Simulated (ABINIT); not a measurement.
Crystal: TiO2.

```
CELL_PARAMETERS angstrom
4.81270 0.00000 0.00000
0.00000 4.87188 0.00000
-0.86289 0.00000 4.96659
ATOMIC_POSITIONS crystal
Ti 0.27744 0.05281 0.21315
Ti 0.72256 0.55281 0.28685
Ti 0.72256 0.94719 0.78685
Ti 0.27744 0.44719 0.71315
O 0.06384 0.17697 0.85156
O 0.93616 0.67697 0.64844
O 0.93616 0.82303 0.14844
O 0.06384 0.32303 0.35156
O 0.44536 0.75763 0.46677
O 0.55464 0.25763 0.03323
O 0.55464 0.24237 0.53323
O 0.44536 0.74237 0.96677
```

The cell comes from a database or a generator and needn't be the stable form of this composition.

```yaml
Program: ABINIT 10.8.3 (patched build)
Task: relaxation of cell and atoms
Functional: LDA
Potentials_or_basis: JTH PAW LDA v2.0
Cutoff: 626 eV
k_mesh: 3 × 3 × 3
Occupations: fermi-dirac, width 0.05 eV
Spin: no spin polarisation
```

At the start: pressure -10.2 GPa; volume 9.70 Å³/atom.

Q: How do energy, volume and symmetry change on relaxing?

A: Over 24 steps the energy falls by 13.7 meV/atom and the volume is 9.28 Å³/atom (-4.4 %); space group P2_1/c (No. 14, to 0.05 Å).

The path:
| step | energy change (eV) | largest force (eV/Å) | pressure (GPa) | volume (Å³) |
| --- | --- | --- | --- | --- |
| 1 | 0.0000 | 0.1678 | -10.19 | 116.45 |
| 2 | -0.1417 | 0.1695 | -2.07 | 112.86 |
| 3 | -0.1497 | 0.1340 | 0.07 | 111.94 |
| 4 | -0.1516 | 0.1141 | 0.27 | 111.81 |
| 5 | -0.1544 | 0.0949 | 0.23 | 111.69 |
| 6 | -0.1555 | 0.0879 | 0.09 | 111.69 |
| 7 | -0.1569 | 0.0663 | -0.10 | 111.70 |
| 8 | -0.1576 | 0.0519 | -0.12 | 111.69 |
| 9 | -0.1582 | 0.0668 | -0.07 | 111.65 |
| 10 | -0.1590 | 0.0935 | 0.01 | 111.60 |
| 11 | -0.1599 | 0.0940 | 0.08 | 111.52 |
| 12 | -0.1606 | 0.0579 | 0.08 | 111.47 |
| 13 | -0.1610 | 0.0413 | 0.03 | 111.46 |
| 14 | -0.1612 | 0.0409 | -0.02 | 111.46 |
| 15 | -0.1616 | 0.0570 | -0.07 | 111.45 |
| 16 | -0.1620 | 0.0610 | -0.08 | 111.43 |
| 17 | -0.1625 | 0.0485 | -0.05 | 111.39 |
| 18 | -0.1628 | 0.0385 | 0.00 | 111.34 |
| 19 | -0.1631 | 0.0420 | 0.04 | 111.30 |
| 20 | -0.1634 | 0.0414 | 0.06 | 111.29 |
| 21 | -0.1636 | 0.0306 | 0.05 | 111.29 |
| 22 | -0.1638 | 0.0182 | 0.01 | 111.31 |
| 23 | -0.1639 | 0.0154 | -0.01 | 111.32 |
| 24 | -0.1639 | 0.0124 | -0.02 | 111.33 |

Final structure:
```xyz
12
Lattice="4.7349 0.0000 -0.0075 0.0000 4.8232 0.0000 -0.8567 0.0000 4.8761" Properties=species:S:1:pos:R:3 pbc="T T T"
Ti    1.1414    0.2588    1.0353
Ti    3.1651    2.6703    1.3953
Ti    2.7368    4.5644    3.8333
Ti    0.7131    2.1528    3.4733
O    -0.4080    0.8155    4.1118
O     3.8578    3.2271    3.1949
O     4.2862    4.0077    0.7568
O     0.0203    1.5961    1.6737
O     1.6867    3.6592    2.3044
O     2.6199    1.2476    0.1261
O     2.1915    1.1639    2.5642
O     1.2583    3.5755    4.7425
```

Caveat: the k mesh is coarse (spacing up to 0.44 Å⁻¹), so the values aren't converged; the atomic spheres overlap.
